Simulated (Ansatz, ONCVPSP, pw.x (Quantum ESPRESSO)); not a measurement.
## pw.x on fcc Hf: one setting changed

Potential: optimised norm-conserving Vanderbilt (ONCV), ONCVPSP 4.0.1.1 (patched build), PBE; core [Kr] 4d10 4f14, reference 5s2 5p6 5d2 6s2; waves: 5s+6s: rc 2.10 bohr, ncon 4, nbas 7, qcut 5.1 1/bohr, 2 projectors; 5p: rc 1.60 bohr, ncon 4, nbas 9, qcut 10.1 1/bohr, 2 projectors, debl 3.5 Ha; 5d: rc 3.05 bohr, ncon 5, nbas 10, qcut 4.2 1/bohr, 2 projectors, debl 0.9 Ha; local part: polynomial inside 1.30 bohr (lpopt 5, dvloc0 0 Ha); core correction: polynomial model core, fcfact 0.7.

The reference run (k-mesh 13³, cutoffs 85/340 Ry, Fermi–Dirac 0.01 Ry, mixing_beta 0.4, conv_thr 1e-9, no spin) gives -1.45 GPa at 22.681 Å³/atom, where all-electron LAPW gives -0.23 GPa. This run, with its own iteration cap, changes mixing_ndim to 16.

```
&control
  calculation='scf', prefix='x', pseudo_dir='./', outdir='./tmp', tstress=.true., disk_io='none'
/
&system
  ibrav=0, nat=1, ntyp=1, ecutwfc=85, ecutrho=340, nbnd=14,
  occupations='smearing', smearing='fd', degauss=0.01
/
&electrons
  conv_thr=1e-09, mixing_beta=0.4, electron_maxstep=50, mixing_ndim=16
/
ATOMIC_SPECIES
Hf 1.0 Hf.UPF
CELL_PARAMETERS angstrom
  0.00000000 2.24669474 2.24669474
  2.24669474 0.00000000 2.24669474
  2.24669474 2.24669474 0.00000000
ATOMIC_POSITIONS crystal
Hf 0.0000 0.0000 0.0000
K_POINTS automatic
13 13 13 0 0 0
```

```bash
pw.x < Hf.scf.in > Hf.scf.out
```

How does the run end?

It converges in 7 iterations; the free energy moves by +0.0 meV/atom and the pressure by +0.00 GPa. The result is that of the reference run.

```
Message from routine setup:
     using ibrav=0 with symmetry is DISCOURAGED, use correct ibrav instead
     lattice parameter (alat)  =       6.0042  a.u.
     unit-cell volume          =     153.0590 (a.u.)^3
     number of electrons       =        12.00
     number of Kohn-Sham states=           14
     kinetic-energy cutoff     =      85.0000  Ry
     charge density cutoff     =     340.0000  Ry
     scf convergence threshold =      1.0E-09
     Exchange-correlation= PBE
     number of k points=    84  Fermi-Dirac smearing, width (Ry)=  0.0100
     iteration #  1     ecut=    85.00 Ry     beta= 0.40
     total energy              =    -132.87774528 Ry
     estimated scf accuracy    <       0.01726428 Ry
     iteration #  2     ecut=    85.00 Ry     beta= 0.40
     total energy              =    -132.87734480 Ry
     estimated scf accuracy    <       0.00372041 Ry
     iteration #  3     ecut=    85.00 Ry     beta= 0.40
     total energy              =    -132.87776118 Ry
     estimated scf accuracy    <       0.00015290 Ry
     iteration #  4     ecut=    85.00 Ry     beta= 0.40
     total energy              =    -132.87777101 Ry
     estimated scf accuracy    <       0.00000129 Ry
     iteration #  5     ecut=    85.00 Ry     beta= 0.40
     total energy              =    -132.87777164 Ry
     estimated scf accuracy    <       0.00000013 Ry
     iteration #  6     ecut=    85.00 Ry     beta= 0.40
     total energy              =    -132.87777167 Ry
     estimated scf accuracy    <          2.4E-09 Ry
     iteration #  7     ecut=    85.00 Ry     beta= 0.40
     the Fermi energy is    14.2179 ev
!    total energy              =    -132.87777167 Ry
     estimated scf accuracy    <          5.0E-10 Ry
     smearing contrib. (-TS)   =      -0.00665112 Ry
     The total energy is F=E-TS. E is the sum of the following terms:
     one-electron contribution =     -19.76891516 Ry
     hartree contribution      =      14.24953082 Ry
     xc contribution           =     -49.59897226 Ry
     ewald contribution        =     -77.75276395 Ry
     convergence has been achieved in   7 iterations
          total   stress  (Ry/bohr**3)                   (kbar)     P=      -14.46
     Message from routine punch:
     Nothing written, as per user request (disk_io='none')
```

The run took about 21 s on one core of a shared host (Neoverse-V2, 48 threads, 185 GiB, load 20).
